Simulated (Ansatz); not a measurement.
# CdSe (Cadmoselite) (P6_3mc) in Ansatz: settings compared, part 3 of 3

Ansatz 0.2.0. The steps go on from the part before.

### 6 Single point, PBE

input.yaml

```yaml
crystal:
  lattice:
    - [4.3, 0.0, 0.0]
    - [-2.15, 3.7239092363, 0.0]
    - [0.0, 0.0, 7.02]
  atoms:
    - { symbol: Cd, position: [0.6666666667, 0.3333333333, 0.5] }
    - { symbol: Cd, position: [0.3333333333, 0.6666666667, 0.0] }
    - { symbol: Se, position: [0.6666666667, 0.3333333333, 0.885] }
    - { symbol: Se, position: [0.3333333333, 0.6666666667, 0.385] }
kpoints:
  mp_grid: { grid: [4, 4, 2] }
scf:
  occupations: { method: fermi_dirac, width: 0.03 }
hamiltonian:
  xc: pbe
  pseudopotentials: { kind: all_electron, lapw: { basis_error: 0.003 } }
output:
  forces: true
  stress: true
  eigenvalues: true
```

Potentials or basis: all-electron LAPW, scalar-relativistic.

Started as:

```
$ ansatz run input.yaml --threads 2 --pin off --max-ram 6144MiB --backend cpu --events-out ev --progress --plain --runs-dir out
```

What it wrote:

```text
Warning: RAYON_NUM_THREADS=2 ignored (pool sized by the plan → 2); use --threads N
LAPW: plane waves up to 8.015 Å⁻¹, error target 3.0e-3 eV per atom; small_component_spin mean_spin; Se in spheres of 1.249 Å, 24 of its electrons in bands, Dirac shells []; Cd in spheres of 1.362 Å, 20 of its electrons in bands, Dirac shells [] (how accurate: hamiltonian.pseudopotentials.lapw.basis_error, Limitations)
Engine: ansatz 0.2.0, x86_64-unknown-linux-gnu
Pseudopotentials: kind: all_electron
Pseudopotential: Cd, LAPW, valence charge 20, lapw/all_electron/scalar/gaussian/Cd, Koelling and Harmon's equation, gaussian nucleus
[... 56 lines left out ...]
        0.000000       3.881913       0.000000
        0.000000      -0.000000       1.564647
  P = ⅓ Tr σ = 3.1095 GPa (31.095 kbar)
--- Band table (eV; the first three rows and the last of 8) ---
  k-point 0: bands = ["-198.7569", "-198.7569", "-138.2255", "-138.2255", "-138.2255", "-138.2255", "-138.2194", "-138.2194", "-93.4577", "-93.4577", "-54.5277", "-54.5274", "-54.5252", "-54.5252", "-54.5252", "-54.5252", "-38.4425", "-38.4425", "-38.4425", "-38.4425", "-38.4354", "-38.4353", "-38.4348", "-38.4348", "-38.4347", "-38.4347", "-4.4047", "-4.0372", "0.2396", "0.2396", "0.2950", "0.2950", "0.3013", "0.5955", "0.5955", "0.6597", "0.6597", "0.9414", "3.9477", "7.4682", "7.4682", "8.1728", "8.1848", "8.1848", "8.8804", "10.2976", "14.0658", "14.0658", "14.3210", "15.1767", "15.1767", "15.8941", "17.5905"]
  k-point 1: bands = ["-198.7569", "-198.7569", "-138.2255", "-138.2255", "-138.2255", "-138.2255", "-138.2194", "-138.2194", "-93.4577", "-93.4577", "-54.5276", "-54.5276", "-54.5252", "-54.5252", "-54.5252", "-54.5252", "-38.4425", "-38.4425", "-38.4425", "-38.4425", "-38.4353", "-38.4353", "-38.4347", "-38.4347", "-38.4347", "-38.4347", "-4.2198", "-4.2198", "0.2632", "0.2632", "0.2632", "0.2632", "0.4933", "0.4933", "0.6311", "0.6311", "0.6311", "0.6311", "5.6176", "5.6176", "7.8116", "7.8116", "7.8116", "7.8116", "10.5169", "10.5169", "14.0009", "14.0009", "14.4408", "14.4408", "14.4408", "14.4408", "18.2472"]
  k-point 2: bands = ["-198.7569", "-198.7569", "-138.2255", "-138.2255", "-138.2255", "-138.2255", "-138.2194", "-138.2194", "-93.4577", "-93.4577", "-54.5277", "-54.5275", "-54.5253", "-54.5253", "-54.5253", "-54.5252", "-38.4426", "-38.4426", "-38.4425", "-38.4425", "-38.4353", "-38.4353", "-38.4348", "-38.4348", "-38.4347", "-38.4347", "-4.2312", "-3.9593", "0.3052", "0.3210", "0.3831", "0.4016", "0.4134", "0.5669", "0.5996", "0.6190", "0.6697", "1.0293", "4.2377", "5.6680", "6.0153", "6.8422", "7.7395", "7.7563", "10.8008", "11.6244", "13.3857", "14.0749", "14.7639", "15.3063", "15.5702", "16.2155", "16.5033"]
  k-point 7: bands = ["-198.7569", "-198.7569", "-138.2255", "-138.2255", "-138.2255", "-138.2255", "-138.2194", "-138.2194", "-93.4577", "-93.4577", "-54.5276", "-54.5276", "-54.5254", "-54.5254", "-54.5253", "-54.5253", "-38.4426", "-38.4426", "-38.4425", "-38.4425", "-38.4353", "-38.4353", "-38.4348", "-38.4348", "-38.4347", "-38.4347", "-3.9618", "-3.9618", "0.3959", "0.3959", "0.4234", "0.4234", "0.5583", "0.5583", "0.6318", "0.6318", "0.9515", "0.9515", "4.2122", "4.2122", "6.0971", "6.0971", "7.0431", "7.0431", "11.9448", "11.9448", "13.7100", "13.7100", "14.5835", "14.5835", "15.8767", "15.8767", "18.3912"]
```

Wall time 4.3 s (2 threads of AMD EPYC 9R45 (Zen 5), shared host); peak memory 0.41 GiB.

Results:

* Free energy: -436724.6036 eV
* Pressure: 3.1 GPa
* Largest force: 0.298 eV/Å
* Band gap on the k mesh: 0.70 eV, direct

Forces in eV/Å, atoms in the order of the input:
```
Cd   0.000  0.000  0.298
Cd   0.000  0.000  0.298
Se   0.000  0.000 -0.298
Se   0.000  0.000 -0.298
```

Stress tensor (GPa, compression positive):
```
3.88 0.00 0.00
0.00 3.88 0.00
0.00 0.00 1.56
```

Levels at points of the mesh, in eV from the valence-band top:
| k point | band 41 | band 42 | band 43 | band 44 | band 45 | band 46 | band 47 | band 48 |
| --- | --- | --- | --- | --- | --- | --- | --- | --- |
| (0.00, 0.00, 0.00) | -0.72 | -0.01 | 0.00 | 0.00 | 0.70 | 2.11 | 5.88 | 5.88 |
| (0.00, 0.00, -0.50) | -0.37 | -0.37 | -0.37 | -0.37 | 2.33 | 2.33 | 5.82 | 5.82 |
| (0.00, -0.50, 0.00) | -2.56 | -1.86 | -1.24 | -0.83 | 3.23 | 3.31 | 4.80 | 6.15 |
| (0.00, -0.50, -0.50) | -1.38 | -1.38 | -1.29 | -1.29 | 2.99 | 2.99 | 4.78 | 4.78 |

Caveat: the k mesh is coarse (spacing up to 0.45 Å⁻¹), so the values aren't converged.

### 7 Summary

| task | level | potentials or basis | spin | cell | k mesh | cutoff (eV) | smearing | scf mixing algorithm | scf mixing beta | scf mixing ndim | crystal symmetry | other functionals evaluated on the density | basis error allowed | other keys | mesh quality | gap on the mesh (eV) | pressure (GPa) | moment (μB) | largest force (eV/Å) |
| --- | --- | --- | --- | --- | --- | --- | --- | --- | --- | --- | --- | --- | --- | --- | --- | --- | --- | --- | --- |
| atomic charges | PBEsol+D4 | all-electron LAPW, scalar-relativistic | collinear, ferromagnetic start | as given | 7 × 7 × 4 | 257 | fermi-dirac 0.05 eV | - | - | - | - | - | 0.002 eV/atom | - | not flagged | 0.58 | -0.9 | 0.00 | 0.27 |
| single point | PBE-LYP | all-electron LAPW, point nuclei | off | cell stretched | - | 248 | fermi-dirac 0.05 eV | anderson | 0.7 | 16 | detect False | PBE, RPBE, PBEsol | 0.001 eV/atom | scf.mixing.algorithm = anderson; scf.mixing.beta = 0.7; … | not flagged | 0.30 | -0.7 | - | 0.18 |
| single point | PBE | all-electron LAPW, scalar-relativistic | off | as given | 4 × 4 × 2 | 257 | fermi-dirac 0.02 eV | - | - | - | - | - | 0.002 eV/atom | - | coarse | 0.70 | 3.1 | - | 0.30 |
| relaxation of cell and atoms | PBE | all-electron LAPW, scalar-relativistic | non-collinear, antiferromagnetic start | relaxed from: volume scaled by 1.15 | 5 × 5 × 3 | - | fermi-dirac 0.15 eV | - | - | - | - | - | 0.001 eV/atom | - | not flagged | - | 0.0 | 0.00 | - |
| single point | PBE | all-electron LAPW, scalar-relativistic | off | as given | 4 × 4 × 2 | 245 | fermi-dirac 0.03 eV | - | - | - | - | - | 0.003 eV/atom | - | coarse | 0.70 | 3.1 | - | 0.30 |

Caveats: some runs use coarse meshes; the starting moments weren't kept (some runs).

Compare energies only between runs with the same functional and basis.

### 8 How close it comes

Step 2. Against the measured gap of CdSe, 1.841 eV (2 K; a printed reference work, data compilation), the calculated 0.58 eV is off by -1.26 eV. So large a miss can be the level of theory's own, or it may mean another phase, state or a wrong row. Spin-orbit coupling on Cd, Se is left out. The value is that of PBEsol+D4, without temperature or zero-point motion. Semilocal functionals fall short of measured gaps as a rule.
